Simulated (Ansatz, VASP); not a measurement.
## GaP in VASP and in Ansatz

The input INCAR:

```
SYSTEM = GaP
  PREC = Accurate
  ENCUT = 500
  EDIFF = 1E-6
  ISMEAR = -1
  SIGMA = 0.05
  LREAL = .FALSE.
  LASPH = .TRUE.
  NELM = 60
  ALGO = Normal
  ISIF = 2
  LWAVE = .FALSE.
  LCHARG = .FALSE.
  GGA = PE
```

The input KPOINTS:

```
regular mesh
0
G
  8 8 8
  0 0 0
```

The input POSCAR:

```
GaP
1.0
    0.0000000000      2.7252500000      2.7252500000
    2.7252500000      0.0000000000      2.7252500000
    2.7252500000      2.7252500000      0.0000000000
Ga P
1 1
Direct
    0.0000000000      0.0000000000      0.0000000000
    0.7500000000      0.7500000000      0.7500000000
```

KPOINTS_OPT

```
path GXWKGLUWLK,UX
15
line-mode
reciprocal
 0.0000000000  0.0000000000  0.0000000000  G
 0.5000000000  0.0000000000  0.5000000000  X

 0.5000000000  0.0000000000  0.5000000000  X
 0.5000000000  0.2500000000  0.7500000000  W

 0.5000000000  0.2500000000  0.7500000000  W
 0.3750000000  0.3750000000  0.7500000000  K

 0.3750000000  0.3750000000  0.7500000000  K
 0.0000000000  0.0000000000  0.0000000000  G

 0.0000000000  0.0000000000  0.0000000000  G
 0.5000000000  0.5000000000  0.5000000000  L

 0.5000000000  0.5000000000  0.5000000000  L
 0.6250000000  0.2500000000  0.6250000000  U

 0.6250000000  0.2500000000  0.6250000000  U
 0.5000000000  0.2500000000  0.7500000000  W

 0.5000000000  0.2500000000  0.7500000000  W
 0.5000000000  0.5000000000  0.5000000000  L

 0.5000000000  0.5000000000  0.5000000000  L
 0.3750000000  0.3750000000  0.7500000000  K

 0.6250000000  0.2500000000  0.6250000000  U
 0.5000000000  0.0000000000  0.5000000000  X
```

input.yaml

```yaml
crystal:
  lattice:
    - [0.0, 2.72525, 2.72525]
    - [2.72525, 0.0, 2.72525]
    - [2.72525, 2.72525, 0.0]
  atoms:
    - { symbol: Ga, position: [0.0, 0.0, 0.0] }
    - { symbol: P, position: [0.75, 0.75, 0.75] }
hamiltonian:
  xc: pbe
  pseudopotentials: { kind: paw }
kpoints:
  mp_grid: { grid: [8, 8, 8] }
  band_path:
    path:
      - [[0.0, 0.0, 0.0], [0.5, 0.0, 0.5], [0.5, 0.25, 0.75], [0.375, 0.375, 0.75], [0.0, 0.0, 0.0], [0.5, 0.5, 0.5], [0.625, 0.25, 0.625], [0.5, 0.25, 0.75], [0.5, 0.5, 0.5], [0.375, 0.375, 0.75]]
      - [[0.625, 0.25, 0.625], [0.5, 0.0, 0.5]]
    npoints: 14
scf:
  occupations: { method: fermi_dirac, width: 0.05 }
  n_extra_bands: 6
output:
  forces: true
  stress: true
  eigenvalues: true
  fatbands: false
```

Alike in both runs: task band structure; functional PBE; k mesh 8 × 8 × 8; occupations fermi-dirac, width 0.05 eV; no spin polarisation.

|  | VASP | Ansatz |
| --- | --- | --- |
| version | VASP 6.6.1 | Ansatz 0.2.0 |
| potentials or method | VASP PAW PBE potentials, release 54 (Ga, P) | Ansatz PAW |
| plane-wave cutoff (eV) | 500 | 420 |
| valence electrons in the cell | 8 | 18 |

|  | VASP | Ansatz | Ansatz less VASP |
| --- | --- | --- | --- |
| gap on the k mesh at the Fermi level (eV) | 1.67 | 1.64 | -0.024 |
| least direct gap on the mesh (eV) | 1.89 | 1.83 | -0.066 |
| gap along the band path (eV) | 1.61 | 1.59 | -0.021 |
| pressure (GPa) | 4.0 | 2.5 | -1.47 |

The two sets of potentials don't hold the same shells in valence.

Caveats: the k mesh misses the band edges, so the gap on the mesh is wider than the one along the path (Ansatz). Expect the measured gap to be larger: semilocal functionals such as PBE lack the derivative discontinuity.
